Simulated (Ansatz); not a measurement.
Clean, relaxed (110) surface of Sn, space group I4/mmm (No. 139) (top face towards +c; atoms held fixed, by place in the list: 1, 2):

```
Sn
1.0
     3.41351    0.00000    0.00000
     0.34834    3.39569    0.00000
     0.00000    0.00000   23.86174
Sn
4
Direct
  0.50000 0.50000 0.35622
  0.00000 0.00000 0.45207
  0.50000 0.50000 0.55400
  0.00000 0.00000 0.64422
```

These are results of Ansatz 0.2.0, DFT PBEsol, scalar-relativistic, plane waves, PAW, not measurements. Plane waves to 420 eV, a k mesh through Γ of 9×9×1 on the computed 4-atom cell and Gaussian smearing (0.10 eV); no spin polarisation. A dipole correction removes the field between periodic images along c.

Ge (atom) is adsorbed on the top face, one adsorbate per 11.6 Å², and relaxed from 3 starting sites (fractions of a and b). The adsorption energy is E(slab + adsorbate) − E(slab) − E(free adsorbate, spin-polarised where open-shell). Heights count from the highest slab atom after relaxation. Δφ is the top face's. Δp counts per cell along +c. Bonded neighbours lie within 1.25 times the sum of covalent radii (1.35 for H) and, on that scale, within 12 % of the closest. With the adsorbate the cell is lengthened along c to keep the vacuum.

| start | ends at | E_ads (eV) | height (Å) | shortest contact | Δφ (eV) | Δp (e·Å) |
| --- | --- | --- | --- | --- | --- | --- |
| top (Sn) at (0.00, 0.00) | (0.00, 0.00), 1 bonded neighbour (Sn) | -3.08 | 2.67 | Ge–Sn 2.67 Å | +0.36 | -0.022 |
| hollow (Sn-Sn-Sn) at (0.33, 0.33) | (0.49, 0.49), 4 bonded neighbours (Sn) | -3.54 | 1.80 | Ge–Sn 2.91 Å | +0.33 | -0.026 |
| bridge (Sn-Sn) at (0.00, 0.50) | (0.00, 0.50), 2 bonded neighbours (Sn) | -3.33 | 2.23 | Ge–Sn 2.81 Å | +0.44 | -0.030 |

Among the sites tried, the lowest end comes from the hollow (Sn-Sn-Sn) at (0.33, 0.33) start; other sites may lie lower.

Each end is the local minimum or symmetric point that its start leads to. The slab is only 6.9 Å thick, so the energies aren't converged with thickness.

The adsorbed runs have no spin polarisation, so weakly bound open-shell ends lie too high.

The reference crystal is a form of Sn, which isn't its usual structure.